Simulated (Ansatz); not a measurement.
input.yaml (Ansatz)

```yaml
crystal:
  lattice:
    - [-1.5693789834, 1.5693789834, 1.5693789834]
    - [1.5693789834, -1.5693789834, 1.5693789834]
    - [1.5693789834, 1.5693789834, -1.5693789834]
  atoms:
    - { symbol: Pd, position: [0.0, 0.0, 0.0], spin: 0.5 }
hamiltonian:
  xc: pbe
  pseudopotentials:
    kind: paw
    azcp:
      Pd: "pseudopotentials/Pd.paw.azcp"
basis:
  ecutwfc: 420
  fft_grid_basis: typed
kpoints:
  mp_grid: { grid: [23, 23, 23], shift: [0, 0, 0] }
magnetization:
  spin_polarized: true
scf:
  occupations: { method: fermi_dirac, width: 0.05 }
```

Output

```
Engine: ansatz 0.2.0, x86_64-unknown-linux-gnu
Pseudopotentials: kind: paw
Pseudopotential: Pd, paw, valence charge 18, recommended cutoff 420 eV (normal) 
Functional definition: PBE
  parameter kappa = 0.804
  parameter beta = 0.06672455060314922
  exchange = pbe_x(kappa = kappa, mu = beta*pi^2/3)
  correlation = pbe_c(beta = beta)
Crystal: 1 atoms, lattice volume = 15.461 Å³
Basis set: ecut = 420 eV, 321 PW (Γ)
Bands: 14, of which v1, the nominal top of the filled ones, is band 9 counted from 1 (8 counted from 0)
Symmetry: 48 space group operations
Space group: Im-3m (ITA 229), of the structure as read, at distance tolerance 2.5e-5 Å
Magnetic group: BNS 229.140 (UNI 1642), of the structure as read, at distance tolerance 2.5e-5 Å
k-points: 364 of 12167
Non-local potential: Pd, projectors of the file, l = 0: 2, l = 1: 2, l = 2: 2, l = 3: 1
PAW form: soft (Blöchl's): semilocal exchange-correlation on the pseudo side does not see the compensation charge
PAW one-centre angular grid: Pd, 590 points (default); XC on 64 Gauss nodes
Initial density: superposition of atomic densities (chi_scale 0.1, normalization cell)
Starting moments: Σ|m| = 0.5 μB on 1 of 1 site
Initial wavefunctions: pseudopotential atomic-orbital guess
Functional: x = pbe(κ = 0.804, μ = 0.2195149727645171), c = pbe(β = 0.06672455060314922)
SCF iter   1: F=—  HF=-6973.696508 eV  |F-HF|=—  |Δ(HF+E_count)|=         —  Δρ=9.36e-2 (↑9.36e-2 ↓5.97e-2)  dr2=3.51e0  dr2_m=7.16e-2  M=0.179 μB ∫|m|=0.187 μB  β_m=0.30  ethr=3.10e-3  ⟨swp⟩=5.2  Hψ=53777  notcnv=0
SCF iter   2: F=—  HF=-6972.836583 eV  |F-HF|=—  |Δ(HF+E_count)|=   8.60e-1  Δρ=2.81e-2 (↑2.81e-2 ↓2.50e-2)  dr2=1.57e-1  dr2_m=3.55e-2  M=0.175 μB ∫|m|=0.185 μB  β_m=0.30  ethr=3.10e-3  ⟨swp⟩=2.6  Hψ=24133  notcnv=0  defer=405
SCF iter   3: F=—  HF=-6972.811417 eV  |F-HF|=—  |Δ(HF+E_count)|=   2.52e-2  Δρ=1.99e-2 (↑1.57e-2 ↓1.99e-2)  dr2=3.45e-2  dr2_m=2.25e-2  M=0.153 μB ∫|m|=0.165 μB  β_m=0.30  ethr=8.75e-4  ⟨swp⟩=2.0  Hψ=14514  notcnv=0  defer=407
SCF iter   4: F=—  HF=-6972.803441 eV  |F-HF|=—  |Δ(HF+E_count)|=   7.98e-3  Δρ=1.05e-2 (↑1.05e-2 ↓1.01e-2)  dr2=6.70e-5  dr2_m=1.49e-2  M=0.133 μB ∫|m|=0.144 μB  β_m=0.30  ethr=1.92e-4  ⟨swp⟩=3.0  Hψ=19036  notcnv=0  defer=407
SCF iter   5: F=—  HF=-6972.805431 eV  |F-HF|=—  |Δ(HF+E_count)|=   1.99e-3  Δρ=8.52e-3 (↑8.46e-3 ↓8.52e-3)  dr2=1.53e-5  dr2_m=1.02e-2  M=0.115 μB ∫|m|=0.127 μB  β_m=0.30  ethr=3.72e-7  ⟨swp⟩=1.6  Hψ=12549  notcnv=0  defer=405
SCF iter   6: F=—  HF=-6972.806808 eV  |F-HF|=—  |Δ(HF+E_count)|=   1.38e-3  Δρ=7.07e-3 (↑7.06e-3 ↓7.07e-3)  dr2=1.51e-7  dr2_m=7.07e-3  M=0.100 μB ∫|m|=0.111 μB  β_m=0.30  ethr=8.52e-8  ⟨swp⟩=2.0  Hψ=14556  notcnv=0  defer=405
SCF iter   7: F=—  HF=-6972.807749 eV  |F-HF|=—  |Δ(HF+E_count)|=   9.41e-4  Δρ=5.94e-3 (↑5.94e-3 ↓5.92e-3)  dr2=1.11e-7  dr2_m=4.98e-3  M=0.087 μB ∫|m|=0.098 μB  β_m=0.30  ethr=5.56e-10  ⟨swp⟩=3.0  Hψ=26025  notcnv=0
Mixer restart at iter 7: flushing history
spin-set hold released at iteration 7 (site moments contracting): the magnetisation degrees of freedom join the quasi-Newton model from the next iteration; the mixer history was flushed
SCF iter   8: F=—  HF=-6972.808420 eV  |F-HF|=—  |Δ(HF+E_count)|=   6.71e-4  Δρ=5.02e-3 (↑5.02e-3 ↓5.00e-3)  dr2=1.24e-7  dr2_m=3.56e-3  M=0.077 μB ∫|m|=0.086 μB  β_m=0.40  ethr=5.56e-10  ⟨swp⟩=3.0  Hψ=25484  notcnv=0
SCF iter   9: F=—  HF=-6972.809942 eV  |F-HF|=—  |Δ(HF+E_count)|=   1.52e-3  Δρ=2.19e-3 (↑2.19e-3 ↓2.19e-3)  dr2=2.64e-8  dr2_m=6.80e-4  M=0.038 μB ∫|m|=0.044 μB  β_m=0.82  ethr=5.56e-10  ⟨swp⟩=1.0  Hψ=35767  notcnv=0
SCF iter  10: F=—  HF=-6972.810412 eV  |F-HF|=—  |Δ(HF+E_count)|=   4.70e-4  Δρ=2.29e-4 (↑2.29e-4 ↓1.91e-4)  dr2=7.45e-7  dr2_m=6.10e-6  M=0.004 μB ∫|m|=0.005 μB  β_m=0.91  ethr=1.46e-10  ⟨swp⟩=4.0  Hψ=30091  notcnv=0
SCF iter  11: F=—  HF=-6972.810420 eV  |F-HF|=—  |Δ(HF+E_count)|=   8.61e-6  Δρ=9.15e-5 (↑8.32e-5 ↓9.15e-5)  dr2=4.24e-6  dr2_m=4.30e-9  M=0.000 μB ∫|m|=0.000 μB  β_m=0.63  ethr=1.46e-10  ⟨swp⟩=3.1  Hψ=22664  notcnv=0  defer=403
SCF iter  12: F=—  HF=-6972.810419 eV  |F-HF|=—  |Δ(HF+E_count)|=   1.23e-6  Δρ=5.55e-6 (↑5.55e-6 ↓5.19e-6)  dr2=2.40e-9  dr2_m=3.19e-9  M=-0.000 μB ∫|m|=0.000 μB  β_m=0.78  ethr=1.46e-10  ⟨swp⟩=1.0  Hψ=33494  notcnv=0
SCF iter  13: F=—  HF=-6972.810419 eV  |F-HF|=—  |Δ(HF+E_count)|=   9.98e-9  Δρ=2.01e-6 (↑2.01e-6 ↓1.90e-6)  dr2=1.78e-11  dr2_m=5.27e-10  M=0.000 μB ∫|m|=0.000 μB  β_m=0.89  ethr=1.33e-11  ⟨swp⟩=2.3  Hψ=19880  notcnv=0
SCF iter  14: F=-6972.810419 eV  HF=-6972.810419 eV  |F-HF|=1.36e-11  |Δ(HF+E_count)|=   1.72e-9  Δρ=2.27e-7 (↑2.06e-7 ↓2.27e-7)  dr2=1.86e-13  dr2_m=6.60e-12  M=-0.000 μB ∫|m|=0.000 μB  ethr=1.00e-12  ⟨swp⟩=3.0  Hψ=21716  notcnv=0
SCF 1 converged in 14 iterations: F = -6972.810419 eV  dr2 = 1.86e-13
WARN: the starting moments were not kept: the SCF closed with an absolute magnetisation of 2.4e-6 μB, where they sum to 0.5 μB in size (1 site). That is at most 0.1 of that sum. Measured as dr2_m measures the in/out step, that magnetisation stands 1.5e-12 eV from none, at or under the dr2_threshold of 1.0e-7 eV: it is no larger than a step whose dr2_m would equal this threshold. The system may hold no moment; this SCF shows only that its start led to no more than that. To try another start: raise the starting moments (crystal.atoms[].spin, magnetization.per_species, magnetization.initial_magnetization, or on a non-collinear deck that types none of these the spinor_matrix: blocks that start its atoms; where the total moment is fixed, keep their sum and leave initial_magnetization as it is; typed ones take the place of any that the run laid by itself, positive ones on a crystal's lanthanoids without a Hubbard term where scf.initial_density.shell_occupations: [] is typed) or, if the notice of its spin-set hold's release reads "site moments contracting" or "site moments show no strong build", lengthen the hold (scf.mixing.spin_hold: { on: { confirm: 4 } }; for m-r²SCAN on two components see the key's manual first). Each may lead to a state that holds a moment. A second SCF, from the converged charge density, with the starting moments and any scf.initial_density.shell_occupations laid on it anew, would have followed, and was not run: the deck does not ask for one (magnetization.retry_lost_moments is false, the default). To let it run, set magnetization.retry_lost_moments: true and run the deck again, where that key's refused combinations let it; where memory then withholds it, that run's warning says so.
SCF converged after 14 iterations
Magnetization: -0.0000 μB (9.0000 up, 9.0000 down)
Absolute magnetization: 0.0000 μB (∫|ρ↑−ρ↓|, with the PAW one-centre terms)
Spin contamination: 0.0000 ħ² per cell (⟨S²⟩ above its minimum at these occupations)
Per-site moments (μB) at R_I (Å): [(6.039697633121464e-7, 1.1212757059265823)]
Free energy (F): -6972.810419 eV
Harris-Foulkes:  -6972.810419 eV  (|F-HF|=1.36e-11)
Internal energy: -6972.799822 eV  (E = F + TS)
E sigma→0 (E₀):  -6972.805120 eV
Entropy (-TS):   -0.010598 eV (-10.598 meV/atom)
Fermi energy:    18.583710 eV
--- Per-component energies (eV) ---
  E_band       = -154.985706
  E_kinetic    = 513.291204
  E_local      = -1815.215551  (includes V_loc(G=0)·N_el)
  E_nonlocal   = 217.373971
  E_hartree    = 735.202582
  E_xc         = -168.406624
  E_vxc        = -211.253469  (∫ρ·V_xc dr)
  E_paw        = -3750.346808  (= ΣΔE_a)
  E_vpaw       = -329.587167  (= ΣTr[D̂ρ^β])
  E_aug_tail   = 0.000165  (compensation charges beyond the density's cutoff)
  E_ewald      = -2704.698760
  E_smearing   = -0.010598  (= −TS)
  E_closure    = 0.000000  (closes the sum)
  Σ components = -6972.810419   (vs F -6972.810419, Δ=0.00e0)
```
